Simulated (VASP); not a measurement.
# AlN (P6_3mc) in VASP: further runs, part 2 of 3

VASP 6.6.1. The steps go on from the part before.

### 4 Dielectric tensor, PBE

INCAR

```
PREC = Accurate
ENCUT = 400
EDIFF = 1E-7
ISMEAR = 0
SIGMA = 0.01
LREAL = False
LASPH = True
NELM = 100
ALGO = Normal
ISIF = 2
LWAVE = False
LCHARG = False
GGA = PE
LEPSILON = True
```

KPOINTS

```
regular mesh
0
Gamma
  8 8 4
```

POSCAR

```
AlN
1.0
    3.1130000000      0.0000000000      0.0000000000
   -1.5565000000      2.6959370820      0.0000000000
    0.0000000000      0.0000000000      4.9810000000
Al N
2 2
Direct
    0.6666666667      0.3333333333      0.5000000000
    0.3333333333      0.6666666667      0.0000000000
    0.6666666667      0.3333333333      0.8800000000
    0.3333333333      0.6666666667      0.3800000000
```

Potentials or basis: VASP PAW PBE potentials, release 64 (Al, N).

Command:

```bash
cat potpaw_PBE.64/Al/POTCAR potpaw_PBE.64/N/POTCAR > POTCAR
mpirun -np 1 vasp_std > vasp.out
```

OUTCAR:

```text
PREC = Accurate
   ENCUT = 400
   EDIFF = 1E-7
   ISMEAR = 0
   LREAL = False
   LASPH = True
   NELM = 100
   ISIF = 2
   GGA = PE
   LEPSILON = True

 Found     30 irreducible k-points:

 Following reciprocal coordinates:
            Coordinates               Weight
  0.000000  0.000000  0.000000      1.000000
  0.125000  0.000000  0.000000      6.000000
  0.250000  0.000000  0.000000      6.000000
  0.375000  0.000000  0.000000      6.000000
  0.500000  0.000000  0.000000      3.000000
  0.125000  0.125000  0.000000      6.000000
   k-points           NKPTS =     30   k-points in BZ     NKDIM =     30   number of bands    NBANDS=     12
   number of dos      NEDOS =    301   number of ions     NIONS =      4
   total plane-waves  NPLWV =  12800
   dimension x,y,z NGX =    20 NGY =   20 NGZ =   32
   dimension x,y,z NGXF=    40 NGYF=   40 NGZF=   64
   ions per type =               2   2
   NGX,Y,Z   is equivalent  to a cutoff of  10.68, 10.68, 10.68 a.u.
   NGXF,Y,Z  is equivalent  to a cutoff of  21.36, 21.36, 21.36 a.u.
 SYSTEM =  unknown system
   PREC   = accura    normal or accurate (medium, high low for compatibility)
   ISTART =      0    job   : 0-new  1-cont  2-samecut
   ICHARG =      2    charge: 1-file 2-atom 10-const
   ISPIN  =      1    spin polarized calculation?
   LNONCOLLINEAR =      F non collinear calculations
   LSORBIT =      F    spin-orbit coupling
   LASPH  =      T    aspherical Exc in radial PAW
   ENCUT  =  400.0 eV  29.40 Ry    5.42 a.u.   5.08  5.08  8.12*2*pi/ulx,y,z
   NELM   =    100;   NELMIN=  2; NELMDL= -5     # of ELM steps
   EDIFF  = 0.1E-06   stopping-criterion for ELM
   LREAL  =      F    real-space projection
   EDIFFG = 0.1E-05   stopping-criterion for IOM
   NSW    =      0    number of steps for IOM
   IBRION =     -1    ionic relax: 0-MD 1-quasi-New 2-CG
   NFREE  =      0    steps in history (QN), initial steepest desc. (CG)
   ISIF   =      2    stress and relaxation
   ISYM   =      2    0-nonsym 1-usesym 2-fastsym
   POTIM  = 0.5000    time-step for ionic-motion
   TEBEG  =    0.0;   TEEND  =   0.0 temperature during run
   PSTRESS=    0.0 pullay stress
   NELECT =      16.0000    total number of electrons
   NUPDOWN=      -1.0000    fix difference up-down
   EMIN   =  10.00;   EMAX   =-10.00  energy-range for DOS
   EFERMI =   0.00;   METHOD = LEGACY
   ISMEAR =     0;   SIGMA  =   0.01  broadening in eV -4-tet -1-fermi 0-gaus
   EFERMI_NEDOS =   21; number of points for ismear=-14 and -15
   IALGO  =     38    algorithm
   IMIX   =      4    mixing-type and parameters
     AMIX     =   0.40;   BMIX     =  1.00
     AMIX_MAG =   1.60;   BMIX_MAG =  1.00
  volume/ion in A,a.u.               =      10.45        70.52
  Fermi-wavevector in a.u.,A,eV,Ry     =   1.188629  2.246183 19.222843  1.412839
  Thomas-Fermi vector in A             =   2.324754
   LORBIT       =      0    0 simple, 1 ext, 2 COOP (PROOUT), +10 PAW based schemes
   GGA     = PE    functional components
   LHFCALC =     F    Hartree Fock is set to
   AEXX    =    0.0000 exact exchange contribution
   IVDW    =     0    specifies the selected vdW correction
   LEPSILON=     T    determine dielectric tensor
   LRPA    =     F    only Hartree local field effects (RPA)
 non-spin polarized calculation
[... 112 lines left out ...]
  -------------------------------------------------------------------------------------
  Total       -0.1527950     -0.1527950      0.2697538      0.0000000     -0.0000000      0.0000000
  in kB       -5.8561775     -5.8561775     10.3388616      0.0000000     -0.0000000      0.0000000
  external PRESSURE =      -0.4578312 kB  Pullay stress =       0.0000000 kB

 VOLUME and BASIS-vectors are now :
 -----------------------------------------------------------------------------
  energy-cutoff  :      400.00
  volume of cell :       41.80
      direct lattice vectors                 reciprocal lattice vectors
     3.113000000  0.000000000  0.000000000     0.321233537  0.185464269  0.000000000
    -1.556500000  2.695937082  0.000000000     0.000000000  0.370928538  0.000000000
     0.000000000  0.000000000  4.981000000     0.000000000  0.000000000  0.200762899

 POSITION                                       TOTAL-FORCE (eV/Angst)
 -----------------------------------------------------------------------------------
      1.55650      0.89865      2.49050        -0.000000     -0.000000     -0.128772
     -0.00000      1.79729      0.00000        -0.000000      0.000000     -0.128772
      1.55650      0.89865      4.38328        -0.000000      0.000000      0.128772
     -0.00000      1.79729      1.89278         0.000000      0.000000      0.128772
 -----------------------------------------------------------------------------------
    total drift:                               -0.000000     -0.000000      0.000280

  FREE ENERGIE OF THE ION-ELECTRON SYSTEM (eV)
  ---------------------------------------------------
  free  energy   TOTEN  =       -29.7705760107 eV

  energy  without entropy=      -29.7705760107  energy(sigma->0) =      -29.77057601

 HEAD OF MICROSCOPIC STATIC DIELECTRIC TENSOR (INDEPENDENT PARTICLE, excluding Hartree and local field effects)
 ------------------------------------------------------
           4.591109     0.000000    -0.000000
           0.000000     4.591109    -0.000000
          -0.000000    -0.000000     4.766723
 ------------------------------------------------------

 Free energy of the ion-electron system (eV)
  ---------------------------------------------------
  ---------------------------------------------------
  free energy    TOTEN  =        -0.43941224 eV

  energy without entropy =       -0.43941224

------------------------ aborting loop because EDIFF is reached ----------------------------------------

--------------------------------------- Ionic step        2  -------------------------------------------

------------------------ aborting loop because EDIFF is reached ----------------------------------------

--------------------------------------- Ionic step        3  -------------------------------------------

 Free energy of the ion-electron system (eV)
  ---------------------------------------------------
  ---------------------------------------------------
  free energy    TOTEN  =        -0.46191949 eV

  energy without entropy =       -0.46191949

------------------------ aborting loop because EDIFF is reached ----------------------------------------

 PIEZOELECTRIC TENSOR FIELD DIRECTION 3  (e Angst)
 -----------------------------------------------------------------------------
     0.68760  0.00000 -0.00000           (  0.00363  0.00000  0.00000)
     0.00000  0.68760  0.00000           (  0.00000  0.00363  0.00000)
     0.00000  0.00000 -1.03812           (  0.00000  0.00000 -0.00198)

 PIEZOELECTRIC TENSOR FIELD DIRECTION 3  (C/m^2)
 -----------------------------------------------------------------------------
     0.26354  0.00000 -0.00000
     0.00000  0.26354  0.00000
     0.00000  0.00000 -0.39788

 MACROSCOPIC STATIC DIELECTRIC TENSOR (including local field effects in DFT)
 ------------------------------------------------------
           4.450096    -0.000000    -0.000000
           0.000000     4.450096     0.000000
          -0.000000     0.000000     4.642809
 ------------------------------------------------------

 PIEZOELECTRIC TENSOR (including local field effects)  for field in x, y, z        (e  Angst)
          XX          YY          ZZ          XY          YZ          ZX
  --------------------------------------------------------------------------------
  x     0.00000     0.00000     0.00000     0.00000     0.00000     0.88978
  y     0.00000     0.00000     0.00000     0.00000     0.88978     0.00000
  z     0.68760     0.68760    -1.03812     0.00000     0.00000    -0.00000

 PIEZOELECTRIC TENSOR (including local field effects)  for field in x, y, z        (C/m^2)
          XX          YY          ZZ          XY          YZ          ZX
  --------------------------------------------------------------------------------
  x     0.00000     0.00000     0.00000     0.00000     0.00000     0.34102
  y     0.00000     0.00000     0.00000     0.00000     0.34102     0.00000
  z     0.26354     0.26354    -0.39788     0.00000     0.00000    -0.00000

 BORN EFFECTIVE CHARGES (including local field effects) (in |e|, cummulative output)
 ---------------------------------------------------------------------------------
 ion    1
    1     2.51144     0.00000     0.00000
    2     0.00000     2.51144     0.00000
    3     0.00000    -0.00000     2.66501
 ion    2
    1     2.51144     0.00000     0.00000
    2     0.00000     2.51144     0.00000
    3    -0.00000     0.00000     2.66501
 ion    3
    1    -2.51144    -0.00000    -0.00000
    2     0.00000    -2.51144    -0.00000
    3     0.00000     0.00000    -2.66501
 ion    4
    1    -2.51144     0.00000    -0.00000
    2     0.00000    -2.51144     0.00000
    3     0.00000     0.00000    -2.66501
```

stdout:

```text
POSCAR found type information on POSCAR AlN
 POSCAR found :  2 types and       4 ions
 scaLAPACK will be used
 LDA part: xc-table for (Slater+PW92), standard interpolation
 POSCAR, INCAR and KPOINTS ok, starting setup
 FFT: planning ... GRIDC
 FFT: planning ... GRID_SOFT
 FFT: planning ... GRID
 WAVECAR not read
 entering main loop
 Linear response reoptimize wavefunctions to high precision
 Linear response G [H, r] |phi>, progress :
  Direction:   1
 Linear response G [H, r] |phi>, progress :
  Direction:   2
 Linear response G [H, r] |phi>, progress :
  Direction:   3
 Linear response to external field (no local field effect), progress :
  Direction:   1
 dielectric tensor                  component  1 :     4.028    -0.997    -0.254
 Linear response to external field (no local field effect), progress :
  Direction:   2
 dielectric tensor                  component  2 :    -0.997     5.155    -0.165
 Linear response to external field (no local field effect), progress :
  Direction:   3
 dielectric tensor                  component  3 :    -0.254    -0.165     4.767
 Linear response to external field, progress :
  Direction:   1
 dielectric tensor                  component  1 :     4.450    -0.295    -0.000
 Linear response to external field, progress :
  Direction:   2
 dielectric tensor                  component  2 :    -0.491     4.450    -0.000
 Linear response to external field, progress :
  Direction:   3
 dielectric tensor                  component  3 :    -0.256    -0.167     4.643
 Born effective charges drift removed
```

It took 64 s on 1 thread of AMD EPYC 7R13 (Zen 3), shared host; peak memory 0.15 GiB.

These settings aren't checked as converged: the numbers below hold their error.

Results:

| Quantity | Value |
| --- | --- |
| Band gap on the k mesh | 4.21 eV, direct |
| Electronic dielectric tensor (diagonal) | 4.45, 4.45, 4.64 |
| Born charges (mean of the diagonal) | Al +2.56; N -2.56 e |

Caveat: the cutoff is under 1.25 times the usual one of these potentials, so pressure, stress and relaxed cells hold a basis-set (Pulay) error.

### 5 Dielectric tensor, PBE

Changes to INCAR since step 4:

```diff
@@ -2,6 +2,6 @@
 ENCUT = 400
-EDIFF = 1E-7
+EDIFF = 1E-8
 ISMEAR = 0
 SIGMA = 0.01
-LREAL = False
+LREAL = Auto
 LASPH = True
```

KPOINTS is that of step 4.

POSCAR is that of step 4.

Potentials or basis: VASP PAW PBE potentials, release 64 (Al, N).

Command:

```bash
cat potpaw_PBE.64/Al/POTCAR potpaw_PBE.64/N/POTCAR > POTCAR
mpirun -np 1 vasp_std > vasp.out
```

OUTCAR:

```text
PREC = Accurate
   ENCUT = 400
   EDIFF = 1E-8
   ISMEAR = 0
   LREAL = Auto
   LASPH = True
   NELM = 100
   ISIF = 2
   GGA = PE
   LEPSILON = True

 Found     30 irreducible k-points:

 Following reciprocal coordinates:
            Coordinates               Weight
  0.000000  0.000000  0.000000      1.000000
  0.125000  0.000000  0.000000      6.000000
  0.250000  0.000000  0.000000      6.000000
  0.375000  0.000000  0.000000      6.000000
  0.500000  0.000000  0.000000      3.000000
  0.125000  0.125000  0.000000      6.000000
   k-points           NKPTS =     30   k-points in BZ     NKDIM =     30   number of bands    NBANDS=     12
   number of dos      NEDOS =    301   number of ions     NIONS =      4
   total plane-waves  NPLWV =  12800
   dimension x,y,z NGX =    20 NGY =   20 NGZ =   32
   dimension x,y,z NGXF=    40 NGYF=   40 NGZF=   64
   ions per type =               2   2
   NGX,Y,Z   is equivalent  to a cutoff of  10.68, 10.68, 10.68 a.u.
   NGXF,Y,Z  is equivalent  to a cutoff of  21.36, 21.36, 21.36 a.u.
 SYSTEM =  unknown system
   PREC   = accura    normal or accurate (medium, high low for compatibility)
   ISTART =      0    job   : 0-new  1-cont  2-samecut
   ICHARG =      2    charge: 1-file 2-atom 10-const
   ISPIN  =      1    spin polarized calculation?
   LNONCOLLINEAR =      F non collinear calculations
   LSORBIT =      F    spin-orbit coupling
[... 208 lines left out ...]

 PIEZOELECTRIC TENSOR FIELD DIRECTION 3  (e Angst)
 -----------------------------------------------------------------------------
     0.68749  0.00000  0.00000           (  0.00360  0.00000  0.00000)
     0.00000  0.68749  0.00000           (  0.00000  0.00360 -0.00000)
     0.00000 -0.00000 -1.03844           (  0.00000 -0.00000 -0.00205)

 PIEZOELECTRIC TENSOR FIELD DIRECTION 3  (C/m^2)
 -----------------------------------------------------------------------------
     0.26349  0.00000  0.00000
     0.00000  0.26349  0.00000
     0.00000 -0.00000 -0.39800

 MACROSCOPIC STATIC DIELECTRIC TENSOR (including local field effects in DFT)
 ------------------------------------------------------
           4.450091    -0.000000     0.000000
           0.000000     4.450091     0.000000
           0.000000     0.000000     4.642794
 ------------------------------------------------------

 PIEZOELECTRIC TENSOR (including local field effects)  for field in x, y, z        (e  Angst)
          XX          YY          ZZ          XY          YZ          ZX
  --------------------------------------------------------------------------------
  x     0.00000    -0.00000     0.00000    -0.00000     0.00000     0.88981
  y     0.00000     0.00000     0.00000     0.00000     0.88981     0.00000
  z     0.68749     0.68749    -1.03844     0.00000     0.00000     0.00000

 PIEZOELECTRIC TENSOR (including local field effects)  for field in x, y, z        (C/m^2)
          XX          YY          ZZ          XY          YZ          ZX
  --------------------------------------------------------------------------------
  x     0.00000    -0.00000     0.00000    -0.00000     0.00000     0.34104
  y     0.00000     0.00000     0.00000     0.00000     0.34104     0.00000
  z     0.26349     0.26349    -0.39800     0.00000     0.00000     0.00000

 BORN EFFECTIVE CHARGES (including local field effects) (in |e|, cummulative output)
 ---------------------------------------------------------------------------------
 ion    1
    1     2.51143     0.00000    -0.00000
    2     0.00000     2.51143     0.00000
    3     0.00000     0.00000     2.66504
 ion    2
    1     2.51143     0.00000    -0.00000
    2     0.00000     2.51143     0.00000
    3    -0.00000     0.00000     2.66504
 ion    3
    1    -2.51143    -0.00000     0.00000
    2     0.00000    -2.51143     0.00000
    3     0.00000    -0.00000    -2.66504
 ion    4
    1    -2.51143     0.00000     0.00000
    2     0.00000    -2.51143     0.00000
    3     0.00000    -0.00000    -2.66504
```

Wall time 1.9 min (1 thread of AMD EPYC 7R13 (Zen 3), shared host); peak memory 0.15 GiB.

The run converged, but some of its settings lie outside the range that counts as converged, so its numbers aren't taken as properties of the crystal.

Results:

- Band gap on the k mesh: 4.21 eV, direct
- Electronic dielectric tensor (diagonal): 4.45, 4.45, 4.64
- Born charges (mean of the diagonal): Al +2.56; N -2.56 e

Caveat: the cutoff is under 1.25 times the usual one of these potentials, so pressure, stress and relaxed cells hold a basis-set (Pulay) error.

[end of part 2 of 3]
